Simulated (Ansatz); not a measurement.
**Two Ansatz runs on Ti**

Structure from Materials Project entry mp-73 (possibly hypothetical), not relaxed further.

First run: DFT, r2SCAN, PAW with Ansatz's default frozen-core files, scalar-relativistic (Ansatz 0.2.0).

Command: `ansatz run input.yaml --threads 1 --pin off --max-ram 2048MiB --backend cpu --events-out ev --progress --plain --runs-dir out` The run took 3.4 s on 1 thread of Arm Neoverse V2, with other jobs on the host.

```yaml
crystal:
  lattice:
    - [-1.6258179727, 1.6258179727, 1.6258179727]
    - [1.6258179727, -1.6258179727, 1.6258179727]
    - [1.6258179727, 1.6258179727, -1.6258179727]
  atoms:
    - { symbol: Ti, position: [0.0, 0.0, 0.0] }
kpoints:
  mp_grid: { grid: [18, 18, 18] }
scf:
  occupations: { method: fermi_dirac, width: 0.05 }
hamiltonian:
  xc: r2scan
  pseudopotentials: { kind: paw }
output:
  forces: true
  stress: true
  eigenvalues: true
  efg: { contact_densities: true }
basis:
  ecutwfc: 350
```

Result: converged; pressure -0.03 GPa; no gap on the k mesh; 6 SCF iterations.

The input is then changed:

```diff
@@ -7,5 +7,5 @@
     - { symbol: Ti, position: [0.0, 0.0, 0.0] }
 kpoints:
-  mp_grid: { grid: [18, 18, 18] }
+  mp_grid: { grid: [6, 6, 6] }
 scf:
   occupations: { method: fermi_dirac, width: 0.05 }
```

**Question.** Predict the outcome of the changed run.

**Answer.** It converged; energy at zero smearing +17.8 meV/atom from the first run; pressure 0.45 GPa; no gap on the k mesh; 6 SCF iterations. Some of these settings are too coarse for converged properties.

The results part of its log:

```
SCF 1 converged in 6 iterations: F = -2504.219981 eV  dr2 = 2.33e-9
  greatest PAW one-centre occupation: 1.001 electrons in one spin orbital (limit 2), on the Ti atom at site 0 (counted from 0), in its partial waves of l = 1
SCF converged after 6 iterations
Free energy (F): -2504.219981 eV
Harris-Foulkes:  -2504.219981 eV  (|F-HF|=9.40e-10)
Internal energy: -2504.196020 eV  (E = F + TS)
E sigma→0 (E₀):  -2504.208001 eV
Entropy (-TS):   -0.023961 eV (-23.961 meV/atom)
Fermi energy:    13.308200 eV
--- Per-component energies (eV) ---
  E_band       = -168.386732
  E_kinetic    = 272.750217
  E_local      = -803.611541  (includes V_loc(G=0)·N_el)
  E_nonlocal   = 7.549239
  E_hartree    = 329.446307
  E_xc         = -92.823428
  E_vxc        = -132.690396  (∫ρ·V_xc dr)
  E_paw        = -1056.895073  (= ΣΔE_a)
  E_vpaw       = -180.410718  (= ΣTr[D̂ρ^β])
  E_aug_tail   = 0.000506  (compensation charges beyond the density's cutoff)
  E_vtau       = 9.134390  (kinetic-family band-sum trace: ∫τ·v_τ [+ j·A + Jᵃ·Aᵃ] dr)
  E_ewald      = -1160.358789
  E_core_change = -0.253457  (= ΣΔE_core)
  E_smearing   = -0.023961  (= −TS)
  E_closure    = 0.000000  (closes the sum)
  Σ components = -2504.219981   (vs F -2504.219981, Δ=0.00e0)
--- Forces (eV/Å), atoms counted from 1 ---
  atom   1  Ti    -0.00000000    -0.00000000    -0.00000000
  max |Σ_I F_I| component: 4.31e-32 eV/Å
--- Stress (GPa, compression-positive) ---
        0.454366      -0.000000       0.000000
       -0.000000       0.454366       0.000000
       -0.000000       0.000000       0.454366
  P = ⅓ Tr σ = 0.4544 GPa (4.544 kbar)
--- PAW observables at the nuclei: V_zz in 10²¹ V/m², potentials from the cell's mean, atoms counted from 1 ---
  atom   1  Ti V_zz =    -0.000000   η = 0.0000   by run symmetry: forbidden
            electrostatic potential = -2530.652514 V   contact ρ = 56727.693175 e/Å³
--- Band table (eV; the first three rows and the last of 16) ---
  k-point 0: bands = ["-45.6510", "-20.4304", "-20.4304", "-20.4304", "6.9069", "14.4301", "14.4301", "14.4301", "16.2062", "16.2062"]
  k-point 1: bands = ["-45.6157", "-20.6154", "-20.4861", "-20.4316", "7.8660", "14.0132", "14.1796", "15.1184", "15.8936", "16.2433"]
  k-point 2: bands = ["-45.5449", "-20.9726", "-20.5965", "-20.4348", "9.9436", "13.2733", "13.5821", "16.0813", "16.4209", "16.7593"]
  k-point 15: bands = ["-45.4115", "-20.9135", "-20.9135", "-20.9135", "10.9708", "10.9708", "17.4387", "17.4387", "17.4387", "22.1663"]
```
